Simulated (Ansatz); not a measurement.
Moving the dispersion correction in SnTe

The cell as given:

Symmetry: Fm-3m, No. 225, cubic system. The conventional cell has a = 6.302 Å, b = 6.302 Å, c = 6.302 Å, α = 90.00°, β = 90.00°, γ = 90.00°. Around Te (site symmetry m-3m) lie 6 Sn at 3.15 Å. Sn (site symmetry m-3m) is surrounded by 6 Te at 3.15 Å.

Kept alike: task relaxation of cell and atoms; functional PBEsol; k mesh 7 × 7 × 7; occupations fermi-dirac, width 0.05 eV; no spin polarisation. Program: Ansatz, Ansatz PAW, cutoff 420 eV. The mesh is that of the run's cell of 2 atoms. No spin-orbit coupling.

```csv
dispersion correction,volume (Å³/atom)
D3(BJ),29.722
D3(BJ)-ATM,29.844
D4,30.246
none,31.026
```

The relaxations keep at least the cell's symmetry (Fm-3m). Relaxations stop with a little pressure left, so the last digits of a volume or edge aren't settled. All rows use potentials made for PBE.

Question: What does the dispersion correction change here?

Answer: The volume runs from 29.722 (D3(BJ)) to 31.026 Å³/atom (none). Against no correction: D3(BJ) -4.2 %; D3(BJ)-ATM -3.8 %; D4 -2.5 %. Dispersion terms mostly attract and so lower the volume; the schemes' coefficients and damping set how far.

All three dispersion corrections contract SnTe, although its rocksalt framework is held together by polar Sn-Te p bonding and has no van der Waals gap to close. The contraction is plausible because both atoms are large and polarisable and the lattice is soft, so a modest added attraction shifts the equilibrium volume noticeably. PBEsol alone already gives a volume slightly below that of the measured cubic crystal, so the corrections move the result away from experiment. This suggests that the added terms partly double-count correlation that the functional already describes at bonding distances. The slightly larger volume with the ATM term fits the mainly repulsive character of three-body dispersion in dense solids. The weaker contraction with D4 may reflect its charge-dependent coefficients, since electron loss makes Sn less polarisable. The volumes therefore give no case for adding dispersion to PBEsol in bulk SnTe, but they don't show how the contraction affects the soft polar mode behind the low-temperature ferroelectric distortion, which is sensitive to volume.
